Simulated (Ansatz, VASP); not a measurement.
# One calculation of Ni, two programs

```
Ni
1.0
     2.30315    0.00000    0.00000
     0.00000    2.30315    0.00000
     0.00000    0.00000    2.30315
Ni
1
Direct
  0.00000 0.00000 0.00000
```

Alike in both runs: task single point; functional BLYP; k mesh 15 × 15 × 15; occupations fermi-dirac, width 0.05 eV; collinear spin.

|  | VASP | Ansatz |
| --- | --- | --- |
| version | VASP 6.6.1 | Ansatz 0.2.0 |
| potentials or method | VASP PAW PBE potentials, release 64 (Ni) | plane waves (420 eV) with PAW, scalar-relativistic |
| plane-wave cutoff (eV) | 520 | 420 |
| valence electrons in the cell | 10 | 18 |

```csv
,VASP,Ansatz,Ansatz less VASP
pressure (GPa),12.3,12.3,+0.06
net moment per atom (μB),0.39,0.40,+0.014
size of the moment on the site where the two differ most (μB),0.39,0.41,+0.021
```

Site moments also hang on the region over which each program counts them. The two sets of potentials don't hold the same shells in valence.

Caveats: the PAW data sets were made with another functional, which shifts forces and pressure a little (VASP).
